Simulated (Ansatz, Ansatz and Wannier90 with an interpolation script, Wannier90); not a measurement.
**AlN (honeycomb monolayer): quasiparticle bands by Wannier interpolation**

Wanted: quasiparticle gap and band widths of AlN (honeycomb monolayer) over the whole zone.

Calculated with Ansatz 0.2.0; PBE, Wannier functions and G0W0, plane waves, PAW.

## Step 1: The structure

The cell holds 2 atoms: 1 Al and 1 N. Its edges and angles: a = 3.127 Å, b = 3.127 Å, c = 23.200 Å, α = 90.0°, β = 90.0°, γ = 120.0°. Vacuum lies along c.

The structure was relaxed with PBE. The structure was generated from a model, not taken from a measurement. The runs that relaxed it are not among those shown. The default PAW set here is soft_2. Its files were made with PBE. The Coulomb interaction is cut off across the vacuum.

## Step 2: PBE bands

Levels along a band path, at the cheap level, show where the edges lie and whether the meshes to come will hold them.

This step: DFT, PBE, plane waves, PAW.

input.yaml reads:

```yaml
crystal:
  lattice:
    - [3.1269253043, 0.0, 0.0]
    - [-1.5634626521, 2.7079967493, 0.0]
    - [0.0, 0.0, 23.2]
  atoms:
    - { symbol: Al, position: [0.3333333333, 0.6666666667, 0.5000002682] }
    - { symbol: "N", position: [0.6666666667, 0.3333333333, 0.4999997318] }
  periodic: [true, true, false]
kpoints:
  mp_grid: { grid: [12, 12, 1] }
  band_path:
    path:
      - [0, 0, 0]
      - [0.5, 0, 0]
      - [0.3333333333333, 0.3333333333333, 0]
      - [0, 0, 0]
    npoints: 10
hamiltonian:
  xc: pbe
scf:
  occupations: { method: fermi_dirac, width: 0.02 }
  n_extra_bands: 96
output:
  eigenvalues: true
  fatbands: true
  write_density: true
  write_potential: true
  elf: true
  volumetric_format: npy
```

On the command line:

```console
ansatz run input.yaml --threads 12 --pin off --max-ram 22118MiB --backend cpu --events-out ev --progress --plain --runs-dir out
```

Numbers of over 12 decimals in the logs are rounded to 6 here.

The log of the run:

```text
Warning: the atoms were moved onto the symmetric positions of the space group found under crystal.symmetry.tolerance 1.0e-5 (fractional; no operation is sought that the atoms, as they stand in a round, miss by more than twice it, and no atom is moved by as much as it), and the run uses the moved positions. Before a round's move an operation carried an atom to 1.24e-5 Å from where it should land, the largest such dist [...]
scf.n_extra_bands = 96 over 4 filled bands (N_el = 8.0): the run solves 100 bands
Engine: ansatz 0.2.0, aarch64-unknown-linux-gnu
Pseudopotentials: kind: paw
Pseudopotential: Al, paw, valence charge 3, recommended cutoff 420 eV (normal), Al.paw.azcp
Pseudopotential: N, paw, valence charge 5, recommended cutoff 420 eV (normal), N.paw.azcp
Functional definition: PBE
  parameter kappa = 0.804
  parameter beta = 0.066725
  exchange = pbe_x(kappa = kappa, mu = beta*pi^2/3)
  correlation = pbe_c(beta = beta)
Crystal: 2 atoms, lattice volume = 196.451 Å³
Basis set: ecut = 420 eV, 3809 PW (Γ)
Bands: 100, of which v1, the nominal top of the filled ones, is band 4 counted from 1 (3 counted from 0)
Symmetry: 12 space group operations
Space group: P-6m2 (ITA 187), of the structure as read, at distance tolerance 5.8e-5 Å
k-points: 19 of 144 (time reversal used)
Non-local potential: Al, projectors of the file, l = 0: 2, l = 1: 2, l = 2: 1
Non-local potential: N, projectors of the file, l = 0: 2, l = 1: 2, l = 2: 1
PAW form: soft (Blöchl's): semilocal exchange-correlation on the pseudo side does not see the compensation charge
PAW one-centre angular grid: Al, 110 points (default); XC on 64 Gauss nodes
PAW one-centre angular grid: N, 110 points (default); XC on 64 Gauss nodes
Initial density: superposition of atomic densities (neutral atoms: chi_scale 0, normalization atom), corrected by the library's trained network
Initial wavefunctions: pseudopotential atomic-orbital guess
Functional: x = pbe(κ = 0.804, μ = 0.219515), c = pbe(β = 0.066725)
SCF iter   1: F=—  HF=-923.230815 eV  |F-HF|=—  |Δ(HF+E_count)|=         —  Δρ=7.84e-4  dr2=9.33e-4  ethr=1.77e-3  ⟨swp⟩=7.5  Hψ=7323  notcnv=0  defer=1513
preconditioner: auto → none  [insulator: Δε(μ)=2.933 eV  Ē_g=30.308 eV  σ=0.020 eV  W_gap=1.00  n_scr=10 (ndim 8)  ℏωp=7.5 eV  f_vac=0.781  D(μ)=0.00/eV (n_scr^D=0)  ε∞_Penn≈1.1]
SCF iter   2: F=—  HF=-923.232422 eV  |F-HF|=—  |Δ(HF+E_count)|=   1.61e-3  Δρ=3.66e-4  dr2=2.00e-4  ethr=1.17e-5  ⟨swp⟩=2.8  Hψ=2430  notcnv=0  defer=1683
SCF iter   3: F=—  HF=-923.233572 eV  |F-HF|=—  |Δ(HF+E_count)|=   1.15e-3  Δρ=1.28e-4  dr2=4.01e-5  ethr=2.50e-6  ⟨swp⟩=3.6  Hψ=550  notcnv=0  defer=1683
SCF iter   4: F=—  HF=-923.233582 eV  |F-HF|=—  |Δ(HF+E_count)|=   9.75e-6  Δρ=2.40e-5  dr2=1.21e-6  ethr=5.01e-7  ⟨swp⟩=2.1  Hψ=1832  notcnv=0  defer=1683
SCF iter   5: F=—  HF=-923.233590 eV  |F-HF|=—  |Δ(HF+E_count)|=   8.81e-6  Δρ=9.45e-6  dr2=1.11e-7  ethr=1.52e-8  ⟨swp⟩=2.4  Hψ=440  notcnv=0  defer=1683
SCF iter   6: F=-923.233590 eV  HF=-923.233590 eV  |F-HF|=1.14e-8  |Δ(HF+E_count)|=   1.21e-7  Δρ=4.16e-6  dr2=1.71e-8  ethr=1.25e-9  ⟨swp⟩=16.8  Hψ=20058  notcnv=0
SCF 1 converged in 6 iterations: F = -923.233590 eV  dr2 = 1.71e-8
[...]
NSCF: frozen V_eff on 31 k-points
WARN: The output density's exchange-correlation potential varies sharply where the density is thin. Do not read a vacuum level from v_tot or v_xc, or from such a field of the output density. On a cell that repeats whose density bears no net charge and no dipole along the vacuum's axis use v_es (v_loc + v_h of the components); under efield.dipole_correction with no amplitude use v_es + v_field, which holds any externa [...]
SCF converged after 6 iterations
Free energy (F): -923.233590 eV
Harris-Foulkes:  -923.233590 eV  (|F-HF|=1.14e-8)
Internal energy: -923.233590 eV  (E = F + TS)
E sigma→0 (E₀):  -923.233590 eV
Fermi energy:    -3.858653 eV
--- Per-component energies (eV) ---
  E_band       = -80.305092
  E_kinetic    = 155.744105
  E_local      = -3809.563103  (includes V_loc(G=0)·N_el)
  E_nonlocal   = 55.978905
  E_hartree    = 1823.128953
  E_xc         = -100.058789
  E_vxc        = -105.454849  (∫ρ·V_xc dr)
  E_paw        = -595.179625  (= ΣΔE_a)
  E_vpaw       = -23.269767  (= ΣTr[D̂ρ^β])
  E_aug_tail   = 0.000095  (compensation charges beyond the density's cutoff)
  E_ewald      = 1546.715869
  E_smearing   = -0.000000  (= −TS)
  E_closure    = -0.000000  (closes the sum)
  Σ components = -923.233590   (vs F -923.233590, Δ=0.00e0)
--- Band table (eV; the first three rows and the last of 19) ---
  k-point 0: bands = [-18.9924, -7.5694, -6.0346, -6.0346, -2.4132, -0.4468 (-0.4526°), 0.1729, 0.6904, ... 92 higher]
  k-point 1: bands = [-18.9181, -7.4745, -6.4173, -6.0902, -2.1524, -0.3340 (-0.3390°), 0.3359, 0.8128, ... 92 higher]
  k-point 2: bands = [-18.7055, -7.2974, -7.1986, -6.2366, -1.5551, -0.0217 (-0.0245°), 0.7972, 1.1677, ... 92 higher]
  k-point 18: bands = [-17.4218, -9.1480, -8.9175, -5.3192, 0.7128, 2.7654, 2.9801, 3.8200, ... 92 higher]
  ° read free of the cell's end (the report's vacuum.weakly_bound_levels)
```

The job ended after 10 s (12 threads of Arm Neoverse V2, shared host; peak memory 1.6 GiB).

Numbers from this step:

```yaml
filled_bands: 4
gap: 2.906 eV
valence_top_at: K
conduction_bottom_at: Γ
least_direct_gap: 3.621 eV
```

The gap is indirect, with the least direct gap 0.72 eV higher.

Valence density in the ca plane at fractional y = 0.333, with atoms of N within 0.2 Å of it. It is the smooth field of the valence electrons, not physical close to the nuclei.

Ten steps, logarithmic in the rise over the least value, from '0' (0.0 e/Å³) to '9' (3.6 e/Å³), each cell a mean:
```
00000000000000000013567653100000000000000000
00000000000000000014689864200000000000000000
00000000000000000024799974210000000000000000
00000000000000000013689864200000000000000000
00000000000000000013467653100000000000000000
00000000000000000012344432100000000000000000
00000000000000000012233332100000000000000000
00000000000000000012345432100000000000000000
```
Columns run along c (16.0 Å, from fractional 0.16 to 0.84 of the cell), rows up along a (3.1 Å). Atoms in or near the plane, at fractional coordinates: N at (0.50, 0.67).

ELF in the ca plane at fractional y = 0.333, with atoms of N within 0.2 Å of it. It is the smooth field of the valence electrons, not physical close to the nuclei.

Values, 5 rows by 16 columns, each cell a mean:
```
0.00 0.00 0.00 0.00 0.00 0.03 0.28 0.73 0.79 0.48 0.08 0.00 0.00 0.00 0.00 0.00
0.00 0.00 0.00 0.00 0.00 0.05 0.36 0.69 0.52 0.55 0.13 0.01 0.00 0.00 0.00 0.00
0.00 0.00 0.00 0.00 0.00 0.03 0.29 0.73 0.78 0.48 0.09 0.00 0.00 0.00 0.00 0.00
0.00 0.00 0.00 0.00 0.00 0.01 0.11 0.38 0.43 0.21 0.03 0.00 0.00 0.00 0.00 0.00
0.00 0.00 0.00 0.00 0.00 0.01 0.10 0.36 0.42 0.20 0.02 0.00 0.00 0.00 0.00 0.00
```
Columns run along c (16.0 Å, from fractional 0.16 to 0.84 of the cell), rows up along a (3.1 Å). Atoms in or near the plane, at fractional coordinates: N at (0.50, 0.67).

## Step 3: Overlaps and projections on 24×24×1

This step: overlaps and projections of PBE states for Wannier90, plane waves, PAW.

input.yaml, the sections that differ from step 2:

```yaml
kpoints:
  mp_grid: { grid: [12, 12, 1] }
scf:
  occupations: { method: fixed }
  n_extra_bands: 96
output:
  wannier:
    kmesh: [24, 24, 1]
    projections:
      - { species: Al, l: s, shell: 3 }
      - { species: Al, l: p, shell: 3 }
      - { species: "N", l: p, shell: 2 }
    minimise: false
    seedname: w
    disentanglement: { window: [-10.29, 11.44], frozen_window: [-10.29, 0.09] }
# crystal, hamiltonian: as in step 2
```

The log of the run:

```text
[...]
Crystal: 2 atoms, lattice volume = 196.451 Å³
Basis set: ecut = 420 eV, 3809 PW (Γ)
Bands: 100, of which v1, the nominal top of the filled ones, is band 4 counted from 1 (3 counted from 0)
Symmetry: 12 space group operations
[...]
k-points: 19 of 144 (time reversal used)
[...]
k-point 0: bands = [-18.9924, -7.5694, -6.0346, -6.0346, -2.4132, -0.4467 (-0.4526°), 0.1730, 0.6906, ... 92 higher]
  k-point 1: bands = [-18.9181, -7.4745, -6.4173, -6.0902, -2.1524, -0.3340 (-0.3390°), 0.3360, 0.8130, ... 92 higher]
  k-point 2: bands = [-18.7056, -7.2974, -7.1986, -6.2367, -1.5551, -0.0217 (-0.0245°), 0.7973, 1.1678, ... 92 higher]
  k-point 18: bands = [-17.4219, -9.1480, -8.9175, -5.3192, 0.7128, 2.7654, 2.9801, 3.8200, ... 92 higher]
  ° read free of the cell's end (the report's vacuum.weakly_bound_levels)
[key lines of the parts left out:]
SCF converged after 6 iterations
Free energy (F): -923.233590 eV
Fermi energy:    -5.319188 eV
```

Run time: 20 s. Hardware: 12 threads; peak memory 4 GiB.

(Continued in part 2 of 3.)

[Paths, hosts, dates, memory and timing lines, banners, echoed tables and standing remarks are left out of the program output.]

[Logs are printed without paths, hosts, clocks, repeated set-up lines and the standing remarks that a program may print on its own settings, such as how far it seeks lower states.]

[Runs of the session that timed out or met a known fault of the program may be left out.]

[Hosts, paths, dates, database ids (printed as entryN), source tags and the programs' standing remarks are cut or masked in the printed files.]
